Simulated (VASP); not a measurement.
# Ti: restarted molecular dynamics, 2 variants

Ti, Im-3m (no. 229), 16 atoms in the cell. PBE, molecular dynamics; PAW potentials Ti (PBE set).

| Restart from | Temperature at the end (K) | The same without a restart (K) | Potential energy at the end (eV/atom) | The same without a restart (eV/atom) | Electronic steps in the first step after the restart | Time (s) |
|---|---|---|---|---|---|---|
| CONTCAR with velocities, WAVECAR read | 678.0 | 678.0 | -7.60094 | -7.60095 | 10 | 647 |
| CONTCAR with velocities, no WAVECAR | 678.0 | 678.0 | -7.60095 | -7.60095 | 24 | 508 |

Limits: 180 fs of 16 atoms are too short for converged averages.

## Input of the first row

INCAR.step1:
```
GGA = PE
PREC = Normal
ENCUT = 200
EDIFF = 1E-6
NELMIN = 4
NELM = 60
ALGO = Fast
LREAL = Auto
LASPH = True
ISMEAR = -1
SIGMA = 0.05
ISYM = 0
LWAVE = True
LCHARG = False
IBRION = 0
NSW = 30
POTIM = 3.0
TEBEG = 1000
ISIF = 2
RANDOM_SEED = 7856 0 0
MDALGO = 2
SMASS = -3
KPAR = 2
```

INCAR.step2, as INCAR.step1 but for:
```
- LWAVE = True
+ LWAVE = False
```

KPOINTS:
```
k-points
0
Monkhorst-Pack
  2 2 2
```

POSCAR.step1:
```
Ti
1.0
    6.5640000000      0.0000000000      0.0000000000
    0.0000000000      6.5640000000      0.0000000000
    0.0000000000      0.0000000000      6.5640000000
Ti
16
Direct
    0.0000000000      0.0000000000      0.0000000000
    0.0000000000      0.0000000000      0.5000000000
    0.0000000000      0.5000000000      0.0000000000
    0.0000000000      0.5000000000      0.5000000000
    0.5000000000      0.0000000000      0.0000000000
    0.5000000000      0.0000000000      0.5000000000
    0.5000000000      0.5000000000      0.0000000000
    0.5000000000      0.5000000000      0.5000000000
    0.2500000000      0.2500000000      0.2500000000
    0.2500000000      0.2500000000      0.7500000000
    0.2500000000      0.7500000000      0.2500000000
    0.2500000000      0.7500000000      0.7500000000
    0.7500000000      0.2500000000      0.2500000000
    0.7500000000      0.2500000000      0.7500000000
    0.7500000000      0.7500000000      0.2500000000
    0.7500000000      0.7500000000      0.7500000000
```

Commands (each step's output is kept before the next begins):
```
cat potpaw_PBE.64/Ti/POTCAR > POTCAR
cp INCAR.step1 INCAR
cp POSCAR.step1 POSCAR
mpirun -np 2 vasp_std > vasp.out
cp CONTCAR POSCAR
cp INCAR.step2 INCAR
mpirun -np 2 vasp_std > vasp.out
```

Changes of the last row against the first:
```
(step 1)
- LWAVE = True
+ LWAVE = False
```

VASP 6.6.1 took 647 s on 2 cores (AMD EPYC 7R43 (Zen 3)), a shared host.
